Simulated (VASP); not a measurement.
Sb: relaxation of cell and atoms with PBE

The system is Sb.

```xyz
2
Lattice="3.1224 0.0000 0.0000 0.0000 4.3475 0.0000 -0.0389 0.0000 4.4059" Properties=species:S:1:pos:R:3 pbc="T T T"
Sb    3.0573    3.2606    3.3433
Sb    0.0262    1.0869    1.0625
```

This isn't the form of Sb at room conditions, which is rhombohedral.

```json
{
  "Program": "VASP 6.6.1",
  "Task": "relaxation of cell and atoms",
  "Functional": "PBE",
  "Potentials or basis": "VASP PAW PBE potentials, release 64 (Sb)",
  "Cutoff": "600 eV",
  "k mesh": "14 × 10 × 10",
  "Occupations": "gaussian, width 0.1 eV",
  "Spin": "no spin polarisation",
  "Further INCAR settings": "ALGO = Normal; EDIFF = 1e-07; IBRION = 2; EDIFFG = -0.005; NSW = 90; ISIF = 3"
}
```

```
Relaxed volume                         : 30.03 Å³/atom
Relaxed cell                           : a = 3.109 Å, b = 4.394 Å, c = 4.396 Å, α = 90.00°, β = 89.97°, γ = 90.00°
Space group after relaxing (to 0.05 Å) : Pm-3m (No. 221)
Energy gained by relaxing              : 3.8 meV/atom
Ionic steps                            : 24
Pressure after relaxing                : 0.0 GPa
Band gap on the k mesh                 : none (metal or under the smearing width)
```

The path:
```
step  energy change (eV)  largest force (eV/Å)  pressure (GPa)  volume (Å³)
   1              0.0000                0.1149            0.39        59.81
   2             -0.0025                0.0899           -0.23        60.44
   3             -0.0026                0.0912           -0.20        60.41
   4             -0.0038                0.0838           -0.09        60.24
   5             -0.0055                0.0473            0.32        59.75
   6             -0.0062                0.0363            0.25        59.81
   7             -0.0068                0.0215            0.07        59.98
   8             -0.0069                0.0202            0.10        59.95
   9             -0.0070                0.0199            0.04        60.02
  10             -0.0070                0.0196           -0.08        60.15
  11             -0.0071                0.0187           -0.06        60.13
  12             -0.0072                0.0172           -0.02        60.09
  13             -0.0072                0.0148            0.06        60.00
  14             -0.0072                0.0162            0.00        60.06
  15             -0.0073                0.0152            0.01        60.06
  16             -0.0073                0.0122            0.01        60.06
  17             -0.0074                0.0058            0.02        60.05
  18             -0.0074                0.0053            0.02        60.05
  19             -0.0075                0.0038            0.01        60.06
  20             -0.0075                0.0008            0.00        60.07
  21             -0.0075                0.0053           -0.03        60.10
  22             -0.0075                0.0017           -0.01        60.08
  23             -0.0075                0.0014           -0.01        60.08
  24             -0.0075                0.0007            0.01        60.06
```

Final structure:
```
CELL_PARAMETERS angstrom
3.10941 0.00000 0.01438
0.00000 4.39392 0.00000
-0.01830 0.00000 4.39570
ATOMIC_POSITIONS crystal
Sb 0.00023 0.75000 0.75001
Sb 0.99977 0.25000 0.24999
```

Levels at points of the mesh, in eV from the Fermi level:
```
           k point  band 2  band 3  band 4  band 5  band 6  band 7  band 8  band 9
(0.00, 0.00, 0.00)   -7.38   -3.49   -3.49    2.22    3.26    3.27    3.27    6.93
(0.50, 0.00, 0.00)   -5.51   -4.55   -1.60   -1.59   -1.58    4.85    4.86    4.86
(0.00, 0.50, 0.00)  -10.57   -1.32   -1.32   -0.89   -0.89    4.91    4.91    8.06
(0.50, 0.50, 0.00)   -8.14   -3.90   -3.90    0.64    0.64    1.52    1.52    5.62
(0.00, 0.00, 0.50)  -10.57   -1.32   -1.32   -0.89   -0.89    4.91    4.91    8.05
(0.50, 0.00, 0.50)   -8.14   -3.90   -3.90    0.65    0.65    1.52    1.52    5.62
(0.00, 0.50, 0.50)   -9.92   -5.52   -5.52    5.24    5.24    5.26    5.26    9.00
(0.50, 0.50, 0.50)   -7.39   -3.50   -3.50   -3.48   -3.48    2.23    2.23    7.27
```

Run time: 19 min on 1 thread of AMD EPYC 9R45 96-Core Processor (Zen 5) (shared host), peak memory 0.4 GiB.

The run has no spin-orbit coupling, so splittings on Sb are missing.
